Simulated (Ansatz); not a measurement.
Ta$_{2}$C: strain energy, fitted

Ta$_{2}$C, P-3m1, a = 3.095 Å, c = 4.921 Å. The structure is a COD entry; whether it is the stable form wasn't checked. Ansatz: PBEsol, PAW, 420 eV, Γ-centred 18×18×10 mesh on 3 atoms, Gaussian smearing 0.10 eV; no spin polarisation. Series: equal strain along all axes, cell held, atoms relaxed; x is the strain in per cent. y is the free energy over the unstrained cell, V0 = 13.611 Å³/atom.

```tsv
x (%)	y (meV/atom)
-3.0	103.06
-2.0	44.26
-1.0	10.67
0.0	0.00
1.0	10.08
2.0	38.90
3.0	?
```

Q: Fit y = c2 x² + c3 x³ to the other rows, turn c2 into a modulus, and predict the missing energy.

A: Least squares on the rows shown. y = 10.408 x² − 0.34564 x³. In eV per unit strain² c2 is 104.1; the stiffness is B for this strain (E = 9/2 B V0 ε², shape held): 2 × 104.1 × 160.2 / (9 × 13.611) = 272 GPa. At x = 3.0 the fit asked for gives 84.34 meV/atom. The run gave 84.60 meV/atom, so the fit is 0.26 meV/atom too low, 0.25 % of the span of the series, against an rms of 0.08 meV/atom on the fitted rows. The row lies outside the fitted range. With a term in x⁴ added, a fit to the same known rows predicts 84.99 meV/atom, which misses by about as much or more on the other side: the known rows don't fix the higher terms.

Spin–orbit coupling is left out, which can shift energies with elements as heavy as these.